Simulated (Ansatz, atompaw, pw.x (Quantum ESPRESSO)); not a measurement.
**What a changed setting does to a pw.x run (sc Ta)**

Potential: PAW, atompaw 4.2.0.5, PBE; core [Kr] 4d10 4f14, reference 5s2 5p6 5d3.5 6s1.5 6p0; waves: 5s (bound): rc 1.50 bohr; 6s (bound): rc 3.00 bohr; 5p (bound): rc 2.00 bohr; 6p (bound, empty): rc 2.94 bohr; 5d (bound): rc 3.00 bohr; 5d channel at 4.55 Ry: rc 3.00 bohr; local part: troulliermartins scheme with l = 3 at 0 Ry, radius 2.55 bohr; core correction: smooth core density matched at 2.60 bohr; augmentation: gaussian compensation charge, radius 2.85 bohr; PAW radius 3.00 bohr; waves and projectors: custom polynom gramschmidtortho.

The reference run (k-mesh 12³, cutoffs 45/450 Ry, Fermi–Dirac 0.01 Ry, mixing_beta 0.4, conv_thr 1e-9, no spin) gives 1.01 GPa at 20.376 Å³/atom, where all-electron LAPW gives 1.79 GPa. This run, with its own iteration cap, changes nosym to true.

```
&control
  calculation='scf', prefix='x', pseudo_dir='./', outdir='./tmp', tstress=.true., disk_io='none'
/
&system
  ibrav=0, nat=1, ntyp=1, ecutwfc=45, ecutrho=450, nbnd=14,
  occupations='smearing', smearing='fd', degauss=0.01, nosym=.true.
/
&electrons
  conv_thr=1e-09, mixing_beta=0.4, electron_maxstep=50
/
ATOMIC_SPECIES
Ta 1.0 Ta.UPF
CELL_PARAMETERS angstrom
  2.73132247 0.00000000 0.00000000
  0.00000000 2.73132247 0.00000000
  0.00000000 0.00000000 2.73132247
ATOMIC_POSITIONS crystal
Ta 0.0000 0.0000 0.0000
K_POINTS automatic
12 12 12 0 0 0
```

```bash
pw.x < Ta.scf.in > Ta.scf.out
```

Question: How does the run end?

Answer: It converges in 16 iterations; the free energy moves by +0.0 meV/atom and the pressure by +0.04 GPa. The result is that of the reference run.

```
lattice parameter (alat)  =       5.1615  a.u.
     unit-cell volume          =     137.5041 (a.u.)^3
     number of electrons       =        13.00
     number of Kohn-Sham states=           14
     kinetic-energy cutoff     =      45.0000  Ry
     charge density cutoff     =     450.0000  Ry
     scf convergence threshold =      1.0E-09
     Exchange-correlation= SLA PW PBX PBC
     number of k points=   868  Fermi-Dirac smearing, width (Ry)=  0.0100
     iteration #  1     ecut=    45.00 Ry     beta= 0.40
     c_bands:  1 eigenvalues not converged
     c_bands:  1 eigenvalues not converged
     c_bands:  1 eigenvalues not converged
     total energy              =    -732.43752936 Ry
     estimated scf accuracy    <       0.75719417 Ry
     iteration #  2     ecut=    45.00 Ry     beta= 0.40
     total energy              =    -729.73335454 Ry
     estimated scf accuracy    <       0.18253301 Ry
     iteration #  3     ecut=    45.00 Ry     beta= 0.40
     total energy              =    -728.05411732 Ry
     estimated scf accuracy    <       0.19597935 Ry
     [... 10 iterations left out ...]
     iteration # 14     ecut=    45.00 Ry     beta= 0.40
     total energy              =    -727.07300681 Ry
     estimated scf accuracy    <       0.00000008 Ry
     iteration # 15     ecut=    45.00 Ry     beta= 0.40
     total energy              =    -727.07300684 Ry
     estimated scf accuracy    <       0.00000003 Ry
     iteration # 16     ecut=    45.00 Ry     beta= 0.40
     the Fermi energy is    15.4985 ev
!    total energy              =    -727.07300683 Ry
     estimated scf accuracy    <          7.9E-10 Ry
     smearing contrib. (-TS)   =      -0.00371806 Ry
     convergence has been achieved in  16 iterations
          total   stress  (Ry/bohr**3)                   (kbar)     P=       10.51
     Message from routine punch:
     Nothing written, as per user request (disk_io='none')
```

The run took about 2 min on one core of a shared host (AMD EPYC 9R14, 96 threads, 740 GiB, load 21).
